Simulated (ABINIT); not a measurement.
Crystal: Sn.

```
CELL_PARAMETERS angstrom
-1.72654 1.77555 2.33834
1.72654 -1.77555 2.33834
1.72654 1.77555 -2.33834
ATOMIC_POSITIONS crystal
Sn 0.00000 0.00000 0.00000
```

This isn't the form of Sn at room conditions, which is tetragonal (white tin).

| Property | Result |
| --- | --- |
| Program | ABINIT 10.8.3 (patched build) |
| Task | relaxation of cell and atoms |
| Functional | PBE |
| Dispersion | D3(BJ) |
| Potentials or basis | JTH PAW PBE v2.0 |
| Cutoff | 599 eV |
| k mesh | 9 × 9 × 9 |
| Occupations | fermi-dirac, width 0.05 eV |
| Spin | no spin polarisation |

At the start: pressure -2.8 GPa; volume 28.67 Å³/atom.

Question: How do energy, volume and symmetry change on relaxing?

Answer: Over 13 steps the energy falls by 24.6 meV/atom and the volume is 26.93 Å³/atom (-6.1 %); space group Fm-3m (No. 225, to 0.05 Å).

The path:
| step | energy change (eV) | largest force (eV/Å) | pressure (GPa) | volume (Å³) |
| --- | --- | --- | --- | --- |
| 1 | 0.0000 | 0.0000 | -2.79 | 28.67 |
| 2 | -0.0045 | 0.0000 | -2.45 | 28.43 |
| 3 | -0.0202 | 0.0000 | 0.80 | 26.54 |
| 4 | -0.0209 | 0.0000 | 0.32 | 26.77 |
| 5 | -0.0218 | 0.0000 | 0.04 | 26.91 |
| 6 | -0.0238 | 0.0000 | -0.35 | 27.11 |
| 7 | -0.0243 | 0.0000 | -0.22 | 27.04 |
| 8 | -0.0245 | 0.0000 | -0.03 | 26.95 |
| 9 | -0.0245 | 0.0000 | 0.03 | 26.92 |
| 10 | -0.0245 | 0.0000 | 0.09 | 26.89 |
| 11 | -0.0246 | 0.0000 | 0.12 | 26.88 |
| 12 | -0.0246 | 0.0000 | 0.08 | 26.90 |
| 13 | -0.0246 | 0.0000 | 0.02 | 26.93 |

Final structure:
```
Sn
1.0
    -1.68249    1.68297    2.37783
     1.68249   -1.68297    2.37783
     1.68249    1.68297   -2.37783
Sn
1
Direct
  0.00000 0.00000 0.00000
```

Caveat: pairwise dispersion overbinds metals, which lowers pressure and volume.
